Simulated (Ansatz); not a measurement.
GaN (wurtzite), relaxed with r2SCAN. Space group P6_3mc (No. 186), hexagonal; conventional cell a = 3.183 Å, c = 5.184 Å, 11.37 Å³ an atom. Around Ga lie 4 N at 1.95 Å; around N lie 4 Ga at 1.95 Å.

```cif
data_structure
_symmetry_space_group_name_H-M 'P 1'
_symmetry_Int_Tables_number 1
_cell_length_a 3.1831
_cell_length_b 3.1831
_cell_length_c 5.1836
_cell_angle_alpha 90.000
_cell_angle_beta 90.000
_cell_angle_gamma 120.000
_cell_volume 45.49
loop_
_atom_site_label
_atom_site_type_symbol
_atom_site_fract_x
_atom_site_fract_y
_atom_site_fract_z
_atom_site_occupancy
Ga1 Ga 0.33333 0.66667 0.99911 1
Ga2 Ga 0.66667 0.33333 0.49911 1
N1 N 0.33333 0.66667 0.37589 1
N2 N 0.66667 0.33333 0.87589 1
```

5 runs of Ansatz 0.2.0 on this cell differ in the functional (and in the settings that go with it). Levels are in eV from each run's valence top; v1 is the last filled band, c1 the first empty one.

Run A, mean stress 0.0 GPa (compression positive):
```
point     v2     v1    c1    c2
    Γ   0.00   0.00  2.35  4.83
    M  -2.24  -1.03  5.59  6.14
    K  -3.05  -2.80  5.61  8.55
    A  -0.55  -0.55  4.78  4.78
    L  -1.95  -1.95  4.90  4.90
    H  -1.52  -1.52  7.03  7.03
```

Run B, mean stress -3.7 GPa (compression positive):
```
point     v2     v1    c1     c2
    Γ   0.00   0.00  4.18   6.82
    M  -2.39  -1.10  7.44   8.09
    K  -3.27  -3.03  7.35  10.88
    A  -0.59  -0.59  6.76   6.76
    L  -2.08  -2.08  6.74   6.74
    H  -1.62  -1.62  9.05   9.05
```

Run C, mean stress 0.0 GPa (compression positive):
```
point     v2     v1    c1    c2
    Γ   0.00   0.00  3.20  5.71
    M  -2.35  -1.08  6.37  6.99
    K  -3.21  -2.96  6.33  9.64
    A  -0.58  -0.58  5.68  5.68
    L  -2.03  -2.03  5.69  5.69
    H  -1.58  -1.58  7.90  7.90
```

Run D, mean stress -5.4 GPa (compression positive):
```
point     v2     v1    c1    c2
    Γ   0.00   0.00  1.94  4.17
    M  -2.25  -1.01  4.92  5.50
    K  -3.02  -2.77  5.02  7.70
    A  -0.54  -0.54  4.21  4.21
    L  -1.92  -1.92  4.31  4.31
    H  -1.50  -1.50  6.32  6.32
```

Run E, mean stress -0.2 GPa (compression positive):
```
point     v2     v1    c1     c2
    Γ   0.00   0.00  3.89   6.44
    M  -2.38  -1.09  7.10   7.74
    K  -3.24  -2.99  7.06  10.41
    A  -0.58  -0.58  6.42   6.42
    L  -2.05  -2.05  6.42   6.42
    H  -1.60  -1.60  8.65   8.65
```

Q: Match the runs to LDA, r2SCAN, HSE06, PBE0, r2SCAN0.

A: A is r2SCAN, B is r2SCAN0, C is HSE06, D is LDA, E is PBE0. In order of the gap: LDA 1.94, r2SCAN 2.35, HSE06 3.20, PBE0 3.89, r2SCAN0 4.18 eV.

(Simulation; spin polarisation is off.)

The program warns that its thresholds are loose for a hybrid's stress.

The meshes of the hybrids are coarse, so their gaps aren't converged to the digits shown.
